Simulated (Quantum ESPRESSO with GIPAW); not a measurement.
# Strain and the 17O shielding in Al2O3 (Corundum)

GIPAW runs (PBEsol, plane-wave PAW from pslibrary 1.0.0 recipes, cutoffs 55 and 330 Ry, one 5×5×5 mesh for all shielding runs; Quantum ESPRESSO with GIPAW, a patched development version; no spin-orbit coupling, no macroscopic shape term) on Al2O3 (Corundum), space group R-3c before straining. The cell below is strained in the basal plane, with the c axis held, and the atoms are relaxed in pw.x at each strain, zero included.

```
CELL_PARAMETERS angstrom
2.38025 1.37424 4.33187
-2.38025 1.37424 4.33187
0.00000 -2.74848 4.33187
ATOMIC_POSITIONS crystal
Al 0.85197 0.85197 0.85197
Al 0.64803 0.64803 0.64803
Al 0.14803 0.14803 0.14803
Al 0.35197 0.35197 0.35197
O 0.05591 0.75000 0.44409
O 0.75000 0.44409 0.05591
O 0.44409 0.05591 0.75000
O 0.94409 0.25000 0.55591
O 0.25000 0.55591 0.94409
O 0.55591 0.94409 0.25000
```

The cell is an entry of the Crystallography Open Database.

The bonds are those of O (atom 5; bound to Al4). One row is withheld.

| strain (%) | mean bond (Å) | σ_iso Al (ppm) | σ_iso O (ppm) | span O (ppm) |
| --- | --- | --- | --- | --- |
| -2 | 1.8870 | 529.09 | 169.37 | 6.2 |
| -1.5 | 1.8935 | 529.43 | 167.53 | 6.2 |
| -1 | 1.9000 | 529.76 | 165.63 | 6.2 |
| 0 | 1.9131 | 530.36 | 161.59 | 6.2 |
| +0.5 | 1.9195 | 530.66 | 159.52 | 6.2 |
| +1 | 1.9261 | ? | ? | ? |
| +2 | 1.9391 | 531.41 | 152.65 | 6.4 |

**Task.** Fit σ_iso of O against strain, judge whether a straight line is enough, and predict the withheld row at +1 %.

1. With n = 6: Σx = -2.000, Σy = 976.29, Σx² = 11.5000, Σxy = -370.605.

2. Slope b = (nΣxy − ΣxΣy)/(nΣx² − (Σx)²) = -4.17 ppm per %, intercept a = (Σy − bΣx)/n = 161.32 ppm.

3. Residuals (run less line), in the order of the table: -0.30, -0.05, +0.13, +0.27, +0.28, -0.33 ppm. They bend in one sense; the largest is 2.0 % of the range of σ, so a quadratic term is needed: σ = 161.61 − 4.176 x − 0.151 x², with residuals of 0.03 ppm or less.

4. At +1 % (inside the fitted range) the line gives 157.15 ppm and the parabola 157.29 ppm.

5. The run gives:

| strain (%) | mean bond (Å) | σ_iso Al (ppm) | σ_iso O (ppm) | span O (ppm) |
| --- | --- | --- | --- | --- |
| +1 | 1.9261 | 530.91 | 157.26 | 6.3 |

Prediction less run: the line misses by -0.11 ppm, the parabola by +0.03 ppm. By the parabola, a strain of +1 % changes σ of O by -4.33 ppm and one of −1 % by +4.02 ppm; the mean slope is -4.17 ppm per %, or 3.2 ppm for 0.01 Å of mean bond length. The shift moves the opposite way, scaled by the slope of a reference line. Over the table σ of Al goes from 529.09 to 531.41 ppm. Zero strain is the database's lattice with relaxed atoms, not this functional's rest cell, and neither cutoff nor mesh was tested for the slopes. The omitted shape term, common to all sites, changes with strain too. This build of gipaw.x prints that it is not audited and that its numbers are no references by themselves. The relaxations ran on cheaper settings and stop at small residual forces, which adds noise that small residuals can't be told from. 17O is quadrupolar, so a real line also moves with the field gradient, which is not computed here. pw.x warned of eigenvalues not converged in some cycles of these runs, which then met the threshold.

[Banner, clock, file and message-heading lines were taken out of the pw.x and gipaw.x logs.]

[Logs are printed without paths, hosts, clocks, repeated set-up lines and the standing remarks that a program may print on its own settings, such as how far it seeks lower states.]

[Hosts, paths, dates, database ids (printed as entryN), source tags and the programs' standing remarks are cut or masked in the printed files.]
